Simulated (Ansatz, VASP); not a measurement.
One calculation of GaAs, two programs

```
Ga As
1.0
     0.00000    2.77786    2.77786
     2.77786    0.00000    2.77786
     2.77786    2.77786    0.00000
Ga As
1 1
Direct
  0.00000 0.00000 0.00000
  0.75000 0.75000 0.75000
```

Alike in both runs: functional LDA; k mesh 12 × 12 × 12; no spin polarisation.

Ansatz relaxed the structure, and its values are those at the end. VASP's run is a single point on that final structure, the one shown.

```csv
,VASP,Ansatz
version,VASP 6.6.1,Ansatz 0.2.0
potentials or method,"VASP PAW LDA potentials, release 64 (Ga_d, As)","scalar-relativistic, plane waves, PAW"
plane-wave cutoff (eV),520,420
occupations,"gaussian, width 0.01 eV",fixed
valence electrons in the cell,18,28
```

Ansatz gave:

```
gap on the k mesh at the Fermi level (eV) : 0.68
least direct gap on the mesh (eV)         : 0.68
pressure (GPa)                            : 2.0
```

Task: Estimate VASP's values.

Result: gap on the k mesh at the Fermi level (eV): 0.73; least direct gap on the mesh (eV): 0.73; pressure (GPa): 2.4.

The two sets of potentials don't hold the same shells in valence.

A k mesh can miss the band edges. As with any semilocal functional, this LDA gap is likely too small.
